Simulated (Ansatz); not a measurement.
**SnO (P4/nmm), random displacements**

The calculation used Ansatz, DFT PBEsol, scalar-relativistic, plane waves, PAW. Cutoff 420 eV, Γ-centred 12×12×10 k-points, Gaussian smearing of 0.15 eV. No spin polarisation. Energies are free energies at this smearing, counted from the undisturbed cell; pressure is positive in compression.

The starting cell (as given, not relaxed at this level):

```
Sn O
1.0
     3.80200    0.00000    0.00000
     0.00000    3.80200    0.00000
     0.00000    0.00000    4.83600
Sn O
2 2
Direct
  0.00000 0.50000 0.23850
  0.50000 0.00000 0.76150
  0.00000 0.00000 0.00000
  0.50000 0.50000 0.00000
```

The atoms are displaced (Å, in the unstrained cell):

| atom | ux | uy | uz |
| --- | --- | --- | --- |
| Sn1 | -0.290 | 0.211 | -0.282 |
| Sn2 | 0.025 | -0.229 | -0.217 |
| O3 | 0.176 | -0.074 | 0.126 |
| O4 | 0.089 | 0.092 | 0.372 |

Strain (Voigt, engineering shear): (-0.0057, 0.0122, -0.0011, 0.0039, 0.0074, 0.0135).

**Question.** What are the energy change, the stress and the forces?

**Answer.** ΔE = 1218.0 meV/atom; stress (xx, yy, zz, yz, xz, xy; compression positive) (64.85, 13.93, 9.71, -6.43, 20.58, 6.33) GPa.
```csv
atom,Fx (eV/Å),Fy,Fz
Sn1,17.65,-2.89,10.30
Sn2,-0.56,0.32,0.12
O3,0.24,4.22,-2.78
O4,-17.34,-1.64,-7.65
```

Cost: 1 run of about 1.7 core-minutes, on Intel Xeon Platinum 8488C (Sapphire Rapids) (shared hosts).